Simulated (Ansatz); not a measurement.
Crystal: WS2.

```xyz
3
Lattice="1.5790 0.9116 6.1633 -1.5790 0.9116 6.1633 0.0000 -1.8233 6.1633" Properties=species:S:1:pos:R:3 pbc="T T T"
W     0.0000    0.0000    0.0000
S     0.0000    0.0000   13.8730
S     0.0000    0.0000   10.7427
```

Measurements of this composition are mostly on another form, of space group No. 194.

| Quantity | Value |
| --- | --- |
| Program | Ansatz 0.2.0 |
| Task | single point |
| Functional | PBE |
| Potentials or basis | all-electron LAPW, scalar-relativistic |
| Cutoff | 289 eV (chosen from the basis error) |
| Basis error allowed | 0.001 eV/atom |
| k mesh | 10 × 10 × 10 |
| Occupations | fermi-dirac, width 0.05 eV |
| Spin | no spin polarisation |

On this cell: pressure 4.6 GPa; largest force 0.610 eV/Å; band gap on the k mesh 1.07 eV, indirect (least direct gap 2.24 eV).

The same run follows on a disturbed copy (atoms moved at random, drawn with an rms of 0.05 Å):

```
W S
1.0
     1.57900    0.91164    6.16333
    -1.57900    0.91164    6.16333
     0.00000   -1.82327    6.16333
W S
1 2
Direct
  0.98702 0.01091 0.00837
  0.75500 0.75076 0.74182
  0.57820 0.57068 0.60152
```

Question: What does the disturbed cell give?

Answer: The energy moves by +35.6 meV/atom; pressure 8.7 GPa; largest force 1.944 eV/Å; band gap on the k mesh 1.03 eV, indirect (least direct gap 1.89 eV).

Forces in eV/Å, atoms in the order of the input:
```
W    1.100  0.154 -1.592
S   -0.546 -0.476  1.804
S   -0.554  0.323 -0.212
```

Stress tensor (GPa, compression positive):
```
 6.94 -1.31  0.18
-1.31  7.62 -3.55
 0.18 -3.55 11.69
```

Caveats: spin-orbit coupling is left out, which moves the levels of the heavy elements.

A k mesh can miss the band edges.
